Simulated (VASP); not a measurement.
# ZnGe2N2 in VASP: a series of runs, part 2 of 2

VASP 6.6.1.

### 3 Relaxation of cell and atoms, PBE

This run uses another cell than the first one, of 16.77 Å³/atom, 1.186 times its volume.

INCAR

```
SYSTEM = ZnGe2N2
PREC = Normal
ENCUT = 520
EDIFF = 1E-4
ISMEAR = 0
SIGMA = 0.15
LREAL = .False.
LASPH = .True.
NELM = 60
ALGO = Fast
ISIF = 3
LWAVE = .False.
LCHARG = .False.
GGA = PE
IBRION = 2
NSW = 24
EDIFFG = -0.08
KPAR = 2
```

KPOINTS

```
regular mesh
0
Gamma
  4 4 3
  0 0 0
```

POSCAR

```
ZnGe2N2
1.0
    4.3339374000      0.0000000000      0.0000000000
   -2.1669687000      3.7532998900      0.0000000000
    0.0000000000      0.0000000000      5.1557915400
Zn Ge N
1 2 2
Direct
    0.0000000000      0.0000000000      0.0000000000
    0.6666666700      0.3333333300      0.7769764500
    0.6666666700      0.3333333300      0.2230235500
    0.3333333300      0.6666666700      0.5000000000
    0.3333333300      0.6666666700      0.0000000000
```

Potentials or basis: VASP PAW PBE potentials, release 64 (Zn, Ge_d, N).

Launch:

```bash
$ cat potpaw_PBE.64/Zn/POTCAR potpaw_PBE.64/Ge_d/POTCAR potpaw_PBE.64/N/POTCAR > POTCAR
$ mpirun -np 2 vasp_std > vasp.out
```

OUTCAR:

```text
SYSTEM = ZnGe2N2
   PREC = Normal
   ENCUT = 520
   EDIFF = 1E-4
   ISMEAR = 0
   LREAL = .False.
   LASPH = .True.
   NELM = 60
   ISIF = 3
   GGA = PE
   IBRION = 2
   NSW = 24
   EDIFFG = -0.08

 ion  position               nearest neighbor table
   1  0.000  0.000  0.000-   2 2.75   3 2.75   2 2.75   3 2.75   2 2.75   3 2.75
   2  0.667  0.333  0.777-   3 2.30   1 2.75   1 2.75   1 2.75   3 2.86
   3  0.667  0.333  0.223-   2 2.30   1 2.75   1 2.75   1 2.75   2 2.86
   4  0.333  0.667  0.500-
   5  0.333  0.667  0.000-

  LATTYP: Found a hexagonal cell.
 ALAT       =     4.3339374000
 C/A-ratio  =     1.1896322130

  Lattice vectors:

 A1 = (   4.3339374000,   0.0000000000,   0.0000000000)
 A2 = (  -2.1669687000,   3.7532998900,   0.0000000000)
 A3 = (   0.0000000000,   0.0000000000,   5.1557915400)

Analysis of symmetry for initial positions (statically):
=====================================================================
 Subroutine PRICEL returns:
 Original cell was already a primitive cell.

 Routine SETGRP: Setting up the symmetry group for a
 hexagonal supercell.

 Subroutine GETGRP returns: Found 12 space group operations
 (whereof 12 operations were pure point group operations)
 out of a pool of 24 trial point group operations.

The static configuration has the point symmetry D_3h.

Analysis of symmetry for dynamics (positions and initial velocities):
=====================================================================
 Subroutine PRICEL returns:
 Original cell was already a primitive cell.

 Routine SETGRP: Setting up the symmetry group for a
 hexagonal supercell.

 Subroutine GETGRP returns: Found 12 space group operations
 (whereof 12 operations were pure point group operations)
 out of a pool of 24 trial point group operations.

The dynamic configuration has the point symmetry D_3h.

 Subroutine INISYM returns: Found 12 space group operations
 (whereof 12 operations are pure point group operations),
 and found     1 'primitive' translations

----------------------------------------------------------------------------------------

                                     Primitive cell

  volume of cell :      83.8670

  direct lattice vectors                    reciprocal lattice vectors
     4.333937400  0.000000000  0.000000000     0.230737066  0.133216107  0.000000000
    -2.166968700  3.753299890  0.000000000     0.000000000  0.266432214  0.000000000
     0.000000000  0.000000000  5.155791540     0.000000000  0.000000000  0.193956639

  length of vectors
     4.333937400  4.333937403  5.155791540     0.266432214  0.266432214  0.193956639

  position of ions in fractional coordinates (direct lattice)
     0.000000000  0.000000000  0.000000000
     0.666666670  0.333333330  0.776976450
     0.666666670  0.333333330  0.223023550
     0.333333330  0.666666670  0.500000000
     0.333333330  0.666666670  0.000000000

  ion indices of the primitive-cell ions
   primitive index   ion index
                 1           1
                 2           2
                 3           3
                 4           4
                 5           5

----------------------------------------------------------------------------------------

 KPOINTS: regular mesh

Automatic generation of k-mesh.
 Grid dimensions read from file:
[... 42 lines left out ...]
   ISPIN  =      1    spin polarized calculation?
   LNONCOLLINEAR =      F non collinear calculations
   LSORBIT =      F    spin-orbit coupling
   LASPH  =      T    aspherical Exc in radial PAW
   ENCUT  =  520.0 eV  38.22 Ry    6.18 a.u.   8.06  8.06  9.59*2*pi/ulx,y,z
   NELM   =     60;   NELMIN=  2; NELMDL= -5     # of ELM steps
   EDIFF  = 0.1E-03   stopping-criterion for ELM
   LREAL  =      F    real-space projection
   EDIFFG = -.8E-01   stopping-criterion for IOM
   NSW    =     24    number of steps for IOM
   IBRION =      2    ionic relax: 0-MD 1-quasi-New 2-CG
   NFREE  =      1    steps in history (QN), initial steepest desc. (CG)
   ISIF   =      3    stress and relaxation
   ISYM   =      2    0-nonsym 1-usesym 2-fastsym
   POTIM  = 0.5000    time-step for ionic-motion
   TEBEG  =    0.0;   TEEND  =   0.0 temperature during run
   PSTRESS=    0.0 pullay stress
   NELECT =      50.0000    total number of electrons
   NUPDOWN=      -1.0000    fix difference up-down
   EMIN   =  10.00;   EMAX   =-10.00  energy-range for DOS
   EFERMI =   0.00;   METHOD = LEGACY
   ISMEAR =     0;   SIGMA  =   0.15  broadening in eV -4-tet -1-fermi 0-gaus
   EFERMI_NEDOS =   21; number of points for ismear=-14 and -15
   IALGO  =     68    algorithm
   IMIX   =      4    mixing-type and parameters
     AMIX     =   0.40;   BMIX     =  1.00
     AMIX_MAG =   1.60;   BMIX_MAG =  1.00
  volume/ion in A,a.u.               =      16.77       113.19
  Fermi-wavevector in a.u.,A,eV,Ry     =   1.377847  2.603754 25.830159  1.898463
  Thomas-Fermi vector in A             =   2.502963
   LORBIT       =      0    0 simple, 1 ext, 2 COOP (PROOUT), +10 PAW based schemes
   GGA     = PE    functional components
   LHFCALC =     F    Hartree Fock is set to
   AEXX    =    0.0000 exact exchange contribution
   IVDW    =     0    specifies the selected vdW correction
   LEPSILON=     F    determine dielectric tensor
   LRPA    =     F    only Hartree local field effects (RPA)
 conjugate gradient relaxation of ions
 non-spin polarized calculation
 RMM-DIIS sequential band-by-band and
 Gauss-broadening in eV      SIGMA  =   0.15
  energy-cutoff  :      520.00
  volume of cell :       83.87
 maximum number of plane-waves:      2266
   NGX = 17   NGY = 17   NGZ = 19

--------------------------------------- Ionic step        1  -------------------------------------------

 number of electron      49.9999981 magnetization

 Free energy of the ion-electron system (eV)
  ---------------------------------------------------
  ext. energy  EPLUGINS =         0.00000000
  ---------------------------------------------------
  free energy    TOTEN  =       -17.65342779 eV

  energy without entropy =      -17.62070706  energy(sigma->0) =      -17.63706742

------------------------ aborting loop because EDIFF is reached ----------------------------------------

  FORCE on cell =-STRESS in cart. coord.  units (eV):
  Direction    XX          YY          ZZ          XY          YZ          ZX
  --------------------------------------------------------------------------------------
  -------------------------------------------------------------------------------------
  Total       -4.8691982     -4.8691982      1.2499096      0.0000000      0.0000000      0.0000000
  in kB      -93.0200955    -93.0200957     23.8779986      0.0000000      0.0000000      0.0000000
  external PRESSURE =     -54.0540642 kB  Pullay stress =       0.0000000 kB
[... 26 lines left out ...]
--------------------------------------- Ionic step        2  -------------------------------------------

 number of electron      49.9999997 magnetization

 E-fermi :   4.1556     XC(G=0): -10.8002

 val. band max:        4.1222178083   @ k =   0.2500   0.2500   0.0000
 cond. band min:       4.2626530928   @ k =   0.2500   0.0000   0.0000
 fundamental gap:      0.1404352845
 Fermi energy:         4.1556006897

 k-point     1 :       0.0000    0.0000    0.0000
  band No.  band energies     occupation
      1     -20.9324      2.00000
      2     -20.8228      2.00000
      3     -20.8227      2.00000
      4     -20.7864      2.00000
      5     -20.7864      2.00000
      6     -20.7734      2.00000
[... 324 lines left out ...]
  FREE ENERGIE OF THE ION-ELECTRON SYSTEM (eV)
  ---------------------------------------------------
  free  energy   TOTEN  =       -19.4213948156 eV

  energy  without entropy=      -19.4034054135  energy(sigma->0) =      -19.41240011

[... ionic steps 4 to 21 ...]

--------------------------------------- Ionic step       22  -------------------------------------------

 number of electron      50.0000045 magnetization

------------------------ aborting loop because EDIFF is reached ----------------------------------------
[... 73 lines left out ...]
--------------------------------------- Ionic step       24  -------------------------------------------

 number of electron      50.0000075 magnetization

 Free energy of the ion-electron system (eV)
  ---------------------------------------------------
  ext. energy  EPLUGINS =         0.00000000
  ---------------------------------------------------
  free energy    TOTEN  =       -22.96472029 eV

  energy without entropy =      -22.95178512  energy(sigma->0) =      -22.95825271

 E-fermi :   5.0817     XC(G=0): -11.3415

 val. band max:        4.9717875163   @ k =   0.0000   0.0000   0.0000
 cond. band min:       5.2293550966   @ k =   0.0000   0.0000   0.3333
 fundamental gap:      0.2575675803
 Fermi energy:         5.0816922515

 k-point     1 :       0.0000    0.0000    0.0000
  band No.  band energies     occupation
      1     -19.6667      2.00000
      2     -19.6030      2.00000
      3     -19.6030      2.00000
      4     -19.5933      2.00000
      5     -19.5933      2.00000
      6     -19.5927      2.00000
[... 285 lines left out ...]
  FREE ENERGIE OF THE ION-ELECTRON SYSTEM (eV)
  ---------------------------------------------------
  free  energy   TOTEN  =       -22.9647202895 eV

  energy  without entropy=      -22.9517851240  energy(sigma->0) =      -22.95825271

 reached required accuracy - stopping structural energy minimisation
```

OSZICAR:

```text
N       E                     dE             d eps       ncg     rms          rms(c)
DAV:   1     0.465097193202E+03    0.46510E+03   -0.25091E+04   546   0.390E+03
DAV:   2     0.653581708990E+02   -0.39974E+03   -0.38856E+03   480   0.860E+02
DAV:   3    -0.146334968235E+02   -0.79992E+02   -0.77562E+02   564   0.212E+02
DAV:   4    -0.201037142134E+02   -0.54702E+01   -0.53706E+01   554   0.619E+01
[... 214 lines left out ...]
       N       E                     dE             d eps       ncg     rms          rms(c)
DAV:   1    -0.229655765169E+02   -0.10447E-02   -0.89961E-02   590   0.271E+00    0.208E-01
RMM:   2    -0.229649146571E+02    0.66186E-03   -0.32932E-03   541   0.611E-01    0.120E-01
RMM:   3    -0.229647911560E+02    0.12350E-03   -0.55651E-04   482   0.221E-01    0.600E-02
RMM:   4    -0.229647202895E+02    0.70866E-04   -0.23249E-04   333   0.132E-01
  24 F= -.22964720E+02 E0= -.22958253E+02  d E =-.489399E-02
```

CONTCAR:

```text
ZnGe2N2
   1.00000000000000
     3.3044646485122637    0.0000000000000000   -0.0000000000000000
    -1.6522323242561319    2.8617503324406877   -0.0000000000000000
    -0.0000000000000000   -0.0000000000000000    7.2486515089687904
  Zn              Ge              N
     1     2     2
Direct
     0.0000000000000000    0.0000000000000000    0.0000000000000000
     0.6666666699999979    0.3333333300000021    0.6846812138597551
     0.6666666699999979    0.3333333300000021    0.3153187861402451
     0.3333333300000021    0.6666666699999979    0.5000000000000000
     0.3333333300000021    0.6666666699999979    0.0000000000000000

  0.00000000E+00  0.00000000E+00  0.00000000E+00
  0.00000000E+00  0.00000000E+00  0.00000000E+00
  0.00000000E+00  0.00000000E+00  0.00000000E+00
  0.00000000E+00  0.00000000E+00  0.00000000E+00
  0.00000000E+00  0.00000000E+00  0.00000000E+00
```

Wall time 1.9 min (2 MPI ranks of Intel Xeon Platinum 8488C (Sapphire Rapids), shared host); peak memory 0.15 GiB.

What came out:

```
Free energy                            : -22.9647 eV
Relaxed volume                         : 13.71 Å³/atom
Relaxed cell                           : a = 3.304 Å, b = 3.304 Å, c = 7.249 Å, α = 90.00°, β = 90.00°, γ = 120.00°
Space group after relaxing (to 0.05 Å) : P-6m2 (No. 187)
Energy gained by relaxing              : 1062.3 meV/atom
Ionic steps                            : 24
Pressure after relaxing                : 0.4 GPa
Largest force after relaxing           : 0.053 eV/Å
Band gap on the k mesh                 : none (metal or under the smearing width)
```

Forces in eV/Å, atoms in the order of the input:
```
Zn   0.000  0.000  0.000
Ge   0.000  0.000 -0.053
Ge   0.000  0.000  0.053
N    0.000  0.000  0.000
N    0.000  0.000  0.000
```

Step by step:
| step | energy change (eV) | largest force (eV/Å) | pressure (GPa) | volume (Å³) |
| --- | --- | --- | --- | --- |
| 1 | 0.0000 | 3.3311 | -5.41 | 83.87 |
| 2 | -1.2011 | 1.3230 | -4.69 | 77.09 |
| 3 | -1.7680 | 5.5798 | 10.64 | 66.27 |
| 4 | -1.8482 | 0.0948 | -2.81 | 72.36 |
| 5 | -2.0298 | 2.1969 | 3.09 | 69.29 |
| 6 | -2.6163 | 2.9087 | 4.50 | 67.23 |
| 7 | -3.5350 | 6.0858 | 24.83 | 59.93 |
| 8 | -4.2193 | 3.9037 | 22.26 | 60.67 |
| 9 | -4.7875 | 2.2418 | 19.49 | 61.46 |
| 10 | -4.7739 | 2.0022 | 19.31 | 61.53 |
| 11 | -5.0898 | 1.2715 | 10.57 | 63.98 |
| 12 | -5.2931 | 0.4534 | 1.92 | 67.52 |
| 13 | -5.3064 | 0.2495 | 1.28 | 68.62 |
| 14 | -5.2783 | 0.0596 | -4.33 | 70.84 |
| 15 | -5.3053 | 0.1967 | -1.52 | 69.25 |
| 16 | -5.3064 | 0.2396 | -0.10 | 69.02 |
| 17 | -5.3079 | 0.1480 | 0.06 | 68.94 |
| 18 | -5.3082 | 0.1590 | -0.72 | 68.92 |
| 19 | -5.3087 | 0.1293 | -0.67 | 68.89 |
| 20 | -5.3096 | 0.0959 | -0.80 | 68.83 |
| 21 | -5.3107 | 0.0321 | -0.47 | 68.71 |
| 22 | -5.3113 | 0.0994 | 0.46 | 68.46 |
| 23 | -5.3111 | 0.0327 | -1.47 | 68.64 |
| 24 | -5.3113 | 0.0532 | 0.38 | 68.55 |

Final structure:
```
Zn Ge N
1.0
     3.30446    0.00000    0.00000
    -1.65223    2.86175    0.00000
     0.00000    0.00000    7.24865
Zn Ge N
1 2 2
Direct
  0.00000 0.00000 0.00000
  0.66667 0.33333 0.68468
  0.66667 0.33333 0.31532
  0.33333 0.66667 0.50000
  0.33333 0.66667 0.00000
```

Caveat: the k mesh is coarse (spacing up to 0.42 Å⁻¹), so the values aren't converged; the volume moved by over 15 % at a fixed basis, so the end points are rough; the relaxation stopped at a loose force limit of 0.08 eV/Å, so its end isn't a converged minimum.

### 4 Relaxation of cell and atoms, PBE

This run uses another cell than the first one: it holds 10 atoms, not 5.

Edit INCAR of step 3 so:

```diff
@@ -6,3 +6,3 @@
 SIGMA = 0.15
-LREAL = .False.
+LREAL = Auto
 LASPH = .True.
```

KPOINTS

```
regular mesh
0
Gamma
  3 3 2
  0 0 0
```

POSCAR

```
ZnGe2N2
1.0
    4.3310257600      0.0000000000      0.0000000000
    0.0000000000      4.3310257600      0.0000000000
    0.0000000000      0.0000000000      8.9770906400
Zn Ge N
2 4 4
Direct
    0.0000000000      0.5000000000      0.0000000000
    0.5000000000      0.0000000000      0.5000000000
    0.0000000000      0.0000000000      0.3737819100
    0.0000000000      0.0000000000      0.1262180900
    0.0000000000      0.0000000000      0.6262180900
    0.0000000000      0.0000000000      0.8737819100
    0.6226056700      0.5000000000      0.0000000000
    0.3773943300      0.5000000000      0.0000000000
    0.5000000000      0.3773943300      0.5000000000
    0.5000000000      0.6226056700      0.5000000000
```

Launch:

```bash
$ cat potpaw_PBE.64/Zn/POTCAR potpaw_PBE.64/Ge_d/POTCAR potpaw_PBE.64/N/POTCAR > POTCAR
$ mpirun -np 2 vasp_std > vasp.out
```

Run time: 11 min. Hardware: 2 MPI ranks of Intel Xeon Platinum 8488C (Sapphire Rapids), shared host; peak memory 0.2 GiB.

Results (log left out):

- Free energy: -45.7257 eV
- Relaxed volume: 25.14 Å³/atom
- Relaxed cell: a = 5.032 Å, b = 5.032 Å, c = 9.928 Å, α = 90.00°, β = 90.00°, γ = 90.00°
- Space group after relaxing (to 0.05 Å): P4_2/mmc (No. 131)
- Energy gained by relaxing: 803.7 meV/atom
- Ionic steps: 21
- Pressure after relaxing: 0.1 GPa
- Largest force after relaxing: 0.046 eV/Å
- Band gap on the k mesh: none (metal or under the smearing width)

Forces on the atoms (eV/Å):
```
Zn   0.000  0.000  0.000
Zn   0.000  0.000  0.000
Ge   0.000  0.000  0.046
Ge   0.000  0.000 -0.046
Ge   0.000  0.000 -0.046
Ge   0.000  0.000  0.046
N   -0.045  0.000  0.000
N    0.045  0.000  0.000
N    0.000  0.045  0.000
N    0.000 -0.045  0.000
```

Stress tensor (GPa, compression positive):
```
 0.17  0.00  0.00
 0.00  0.17  0.00
 0.00  0.00 -0.14
```

The path:
```csv
step,energy change (eV),largest force (eV/Å),pressure (GPa),volume (Å³)
1,0.0000,7.2098,45.03,168.39
2,9.9770,5.6698,-0.28,310.34
3,7.9250,7.0586,1.43,282.58
4,6.5142,8.8703,2.89,261.70
5,1.6156,15.3307,8.23,211.79
6,-0.3639,15.7051,18.41,189.30
7,-5.0409,9.7735,-7.32,273.95
8,-5.2625,10.0631,-5.13,251.61
9,-4.8652,25.3728,14.57,233.04
10,-7.7201,0.8408,0.73,240.90
11,-7.8323,1.2053,1.86,240.64
12,-7.3454,8.6866,6.66,236.82
13,-7.8362,1.1690,2.32,240.31
14,-7.8361,1.1382,2.58,240.09
15,-7.9362,0.7678,2.08,243.39
16,-8.0156,1.4748,0.80,249.97
17,-7.9736,2.5715,-1.17,253.41
18,-8.0365,0.0977,-0.08,251.18
19,-8.0365,0.0894,0.14,251.16
20,-8.0373,0.0563,-0.34,251.40
21,-8.0373,0.0458,0.07,251.40
```

Final structure:
```
Zn Ge N
1.0
     5.03228    0.00000    0.00000
     0.00000    5.03228    0.00000
     0.00000    0.00000    9.92756
Zn Ge N
2 4 4
Direct
  0.00000 0.50000 0.00000
  0.50000 0.00000 0.50000
  0.00000 0.00000 0.37574
  0.00000 0.00000 0.12426
  0.00000 0.00000 0.62426
  0.00000 0.00000 0.87574
  0.61287 0.50000 0.00000
  0.38713 0.50000 0.00000
  0.50000 0.38713 0.50000
  0.50000 0.61287 0.50000
```

Levels at points of the mesh, in eV from the Fermi level:
```
           k point  band 46  band 47  band 48  band 49  band 50  band 51  band 52  band 53  band 54  band 55
(0.00, 0.00, 0.00)    -1.57    -1.57     0.28     0.28     0.43     0.43     1.11     1.14     1.48     1.48
(0.00, 0.00, 0.50)    -1.51    -0.25    -0.25    -0.19    -0.19     0.87     0.87     1.13     1.13     2.20
```

Caveat: the k mesh is coarse (spacing up to 0.48 Å⁻¹), so the values aren't converged; the standard files for N, O and F lose accuracy on very short bonds; the volume moved by over 15 % at a fixed basis, so the end points are rough; the relaxation stopped at a loose force limit of 0.08 eV/Å, so its end isn't a converged minimum.

### 5 Summary

```tsv
k mesh	gap on the mesh (eV)	pressure (GPa)	relaxed volume (Å³/atom)	largest force (eV/Å)
5 × 5 × 2	0.96	-0.1	14.28	0.08
4 × 4 × 3	none	0.4	13.71	0.05
3 × 3 × 2	none	0.1	25.14	0.05
```

Alike in all rows: task relaxation of cell and atoms; level PBE; potentials or basis VASP PAW PBE potentials, release 64 (Zn, Ge_d, N); no spin polarisation; cell relaxed; cutoff (eV) 520; smearing gaussian 0.15 eV; the mesh is coarse, so values aren't converged.

Caveats: all runs use coarse meshes; the relaxation stopped at a loose force limit of 0.08 eV/Å, so its end isn't a converged minimum; the volume moved by over 15 % at a fixed basis, so the end points are rough (some runs); an odd mesh through Γ misses points on the zone boundary, where band edges often lie (some runs); the standard files for N, O and F lose accuracy on very short bonds (some runs).

Total energies depend on the potentials used, so only differences within one code and one set of settings carry meaning.
